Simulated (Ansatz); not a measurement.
Zincblende CdS, relaxed with r2SCAN in the PAW code Ansatz. Space group F-43m (No. 216), cubic; a = 5.878 Å in the conventional setting, 25.39 Å³ an atom. Cd has 4 S at 2.55 Å; S has 4 Cd at 2.55 Å.

The axes x, y and z are those of this cell:
```
Cd S
1.0
     0.00000    2.93921    2.93921
     2.93921    0.00000    2.93921
     2.93921    2.93921    0.00000
Cd S
1 1
Cartesian
  0.0000 0.0000 0.0000
  1.4696 1.4696 1.4696
```

Unstrained: The PBE gap is direct at Γ: 1.095 eV. With r2SCAN the gap is 1.543 eV and direct, at Γ. The HSE06 gap is direct at Γ: 2.106 eV. Meshes: PBE 8×8×8, r2SCAN 8×8×8, HSE06 6×6×6. Strains are changes of length per length. After each strain the atoms were relaxed again with r2SCAN within the symmetry that the strain leaves, so tilts or polar shifts that break it weren't tested; points keep the names that they have in the unstrained zone. No spin polarisation and no zero-point or thermal motion.

Q: For epitaxial -2.5 % in the xy plane, how far does the free direction move, and what happens to the gap?

A: The normal strain at zero normal stress is +3.56 %, 1.42 of the in-plane strain with the sign turned. PBE: the gap goes from 1.095 to 1.055 eV (-0.040 eV); with r2SCAN the top three valence levels at Γ, degenerate before, become 2+1 from the top over 207 meV. r2SCAN: the gap goes from 1.543 to 1.505 eV (-0.038 eV). HSE06: the gap goes from 2.106 to 2.069 eV (-0.037 eV).

Q: One strain changed the r2SCAN stress by xx -2.21, yy -2.21, zz -2.21, xy -0.74, xz -0.74, yz -0.74 GPa (compression positive) and the gap by -0.152 eV (PBE), -0.162 eV (r2SCAN), -0.170 eV (HSE06). Which kind of strain was it, and roughly how large?

A: Uniaxial +4.0 % along [111], other directions held. The pattern of the stress gives the kind; the size needs the stiffness, so it is an estimate.

Q: Apply isotropic +1.0 % on every length. How far does the gap move, against the unstrained cell?

A: PBE: the gap goes from 1.095 to 1.030 eV (-0.065 eV). r2SCAN: the gap goes from 1.543 to 1.473 eV (-0.070 eV). HSE06: the gap goes from 2.106 to 2.031 eV (-0.075 eV). The r2SCAN energy rises by 4.2 meV an atom.

Q: Apply uniaxial -5.0 % along z, other directions held. How far does the gap move, against the unstrained cell?

A: PBE: the gap goes from 1.095 to 1.107 eV (+0.012 eV); with r2SCAN the top three valence levels at Γ, degenerate before, become 1+2 from the top over 146 meV. r2SCAN: the gap goes from 1.543 to 1.560 eV (+0.017 eV). HSE06: the gap goes from 2.106 to 2.131 eV (+0.025 eV). The r2SCAN energy rises by 14.7 meV an atom.

Q: Apply uniaxial -2.0 % along x, other directions held. How far does the gap move, against the unstrained cell?

A: PBE: the gap goes from 1.095 to 1.099 eV (+0.004 eV); with r2SCAN the top three valence levels at Γ, degenerate before, become 1+2 from the top over 60 meV. r2SCAN: the gap goes from 1.543 to 1.549 eV (+0.006 eV). HSE06: the gap goes from 2.106 to 2.116 eV (+0.010 eV). The r2SCAN energy rises by 2.3 meV an atom.

Spin-orbit coupling is left out.

The meshes of the hybrids are coarse, so their gaps aren't converged to the digits shown.

The splittings at Γ are without spin-orbit coupling, which regroups them where it is of like size or larger.
